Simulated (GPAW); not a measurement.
Here is a GPAW 26.7.0 calculation.

Contents of run.py:

```python
from ase.dft.bandgap import bandgap
from ase.io import read, write
from ase.units import GPa
from gpaw import GPAW, PW

atoms = read('Al.cif')

calc = GPAW(mode=PW(600),
            xc='MGGA_X_R2SCAN+MGGA_C_R2SCAN',
            kpts={'size': (11, 11, 11), 'gamma': True},
            occupations={'name': 'fermi-dirac', 'width': 0.05},
            nbands=7,
            convergence={'density': 1e-05, 'energy': 1e-05},
            maxiter=150,
            txt='gpaw.txt')
atoms.calc = calc
energy = atoms.get_potential_energy()
forces = atoms.get_forces()
stress = atoms.get_stress()
calc.write('gs.gpw')
write('result.traj', atoms)
print(f'Energy: {energy:.6f} eV')
print('Forces (eV/A):')
print(forces.round(4))
print('Stress (GPa):', (stress / GPa).round(3))
print('Fermi level:', round(calc.get_fermi_level(), 4), 'eV')
print(f'Gap: {bandgap(calc)[0]:.4f} eV, direct: {bandgap(calc, direct=True)[0]:.4f} eV')

path = atoms.cell.bandpath('GXWKGLUWLK,UX', npoints=60, eps=1e-4)
bs_calc = calc.fixed_density(kpts=path, symmetry='off', nbands=13,
                             convergence={'bands': 'CBM+6.0', 'eigenstates': 1e-6}, txt='bands.txt')
bs = bs_calc.band_structure()
bs.write('bs.json')
print(f'Gap on the path: {bandgap(bs_calc)[0]:.4f} eV')
```

Al.cif

```cif
data_Al
_cell_length_a 2.86350669
_cell_length_b 2.86350669
_cell_length_c 2.86350669
_cell_angle_alpha 60.00000000
_cell_angle_beta 60.00000000
_cell_angle_gamma 60.00000000
_space_group_name_H-M_alt 'P1'
_space_group_name_Hall 'P 1'
_space_group_IT_number 1
loop_
_space_group_symop_operation_xyz
'x,y,z'
loop_
_atom_site_label
_atom_site_type_symbol
_atom_site_symmetry_multiplicity
_atom_site_Wyckoff_symbol
_atom_site_fract_x
_atom_site_fract_y
_atom_site_fract_z
_atom_site_occupancy
Al1 Al 1 a 0.0000000000 0.0000000000 0.0000000000 1
```

Potentials or basis: GPAW PAW data sets (gpaw-data 1.2.1), pw.

Launch:

```bash
$ OMP_NUM_THREADS=1 python run.py
```

**Question.** What does it give for the pressure?

**Answer.** -3.3 GPa.

**Question.** Estimate the band gap along the path.

**Answer.** None (metal or under the smearing width).

Levels at the corners of the path, in eV from the Fermi level:
| point | band 1 | band 2 | band 3 | band 4 | band 5 |
| --- | --- | --- | --- | --- | --- |
| Γ | -11.81 | 13.37 | 13.37 | 13.37 | 15.14 |
| X | -3.16 | -1.65 | 5.50 | 5.97 | 5.97 |
| W | -0.94 | -0.94 | 0.05 | 1.47 | 16.83 |
| K | -2.05 | -1.52 | -0.28 | 7.01 | 8.78 |
| Γ | -11.81 | 13.37 | 13.37 | 13.37 | 15.14 |
| L | -4.99 | -4.53 | 12.11 | 12.11 | 12.25 |
| U | -2.05 | -1.52 | -0.28 | 7.01 | 8.78 |
| W | -0.94 | -0.94 | 0.05 | 1.47 | 16.83 |
| L | -4.99 | -4.53 | 12.11 | 12.11 | 12.25 |
| K | -2.05 | -1.52 | -0.28 | 7.01 | 8.78 |
| U | -2.05 | -1.52 | -0.28 | 7.01 | 8.78 |
| X | -3.16 | -1.65 | 5.50 | 5.97 | 5.97 |

Caveat: the PAW data sets were made with another functional, which shifts forces and pressure a little.
